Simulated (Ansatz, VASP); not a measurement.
## BaTiO3: VASP and Ansatz over several settings

```
Ba Ti O
1.0
     3.97295    0.00000    0.00000
     0.00000    3.97295    0.00000
     0.00000    0.00000    3.99103
Ba Ti O
1 1 3
Direct
  0.00000 0.00000 0.00000
  0.50000 0.50000 0.49000
  0.00000 0.50000 0.51700
  0.50000 0.00000 0.51700
  0.50000 0.50000 0.01900
```

Single points on this cell with VASP 6.6.1 and Ansatz 0.2.0. Each row is one pair of runs. Alike in all rows: spin: off; k mesh: 7 × 7 × 7; smearing: fermi-dirac, width 0.05 eV; VASP's potentials, cutoff: VASP PAW PBE potentials, release 64 (Ba_sv, Ti_sv, O), 520 eV.

```tsv
level	Ansatz's potentials, cutoff	gap on the k mesh at the Fermi level (eV), VASP	gap on the k mesh at the Fermi level (eV), Ansatz	least direct gap on the mesh (eV), VASP	least direct gap on the mesh (eV), Ansatz	pressure (GPa), VASP	pressure (GPa), Ansatz
revPBE	Ansatz PAW, 420 eV	1.94	2.00	2.11	2.14	11.2	9.3
PBE+D3(BJ)	Ansatz PAW, 420 eV	1.91	1.98	2.09	2.11	4.5	2.5
RPBE+D3(BJ)	Ansatz PAW, 420 eV	1.95	2.01	2.13	2.15	-14.4	-16.3
PBE	Ansatz PAW earlier set, 930 eV	1.91	1.97	2.09	2.11	8.0	6.1
```

Gap on the k mesh at the fermi level (eV): the two programs differ by at most 0.068; least direct gap on the mesh (eV): the two programs differ by at most 0.028; pressure (GPa): the two programs differ by at most 1.93.

Caveats: spin-orbit coupling is left out, which moves the levels of the heavy elements; the PAW data sets were made with another functional, which shifts forces and pressure a little (VASP); an odd mesh through Γ misses points on the zone boundary, where band edges often lie (VASP); odd divisions of the mesh miss points on the zone boundary, where band edges often lie, so the gap on the mesh can be too wide (Ansatz); the pressure holds a Pulay correction of +0.5 GPa for the finite cutoff (Ansatz); the PAW data sets come from PBE, with cores solved anew for the run's functional, which leaves a small shift of forces and pressure (Ansatz); the pressure holds a Pulay correction of +0.6 GPa for the finite cutoff (Ansatz).
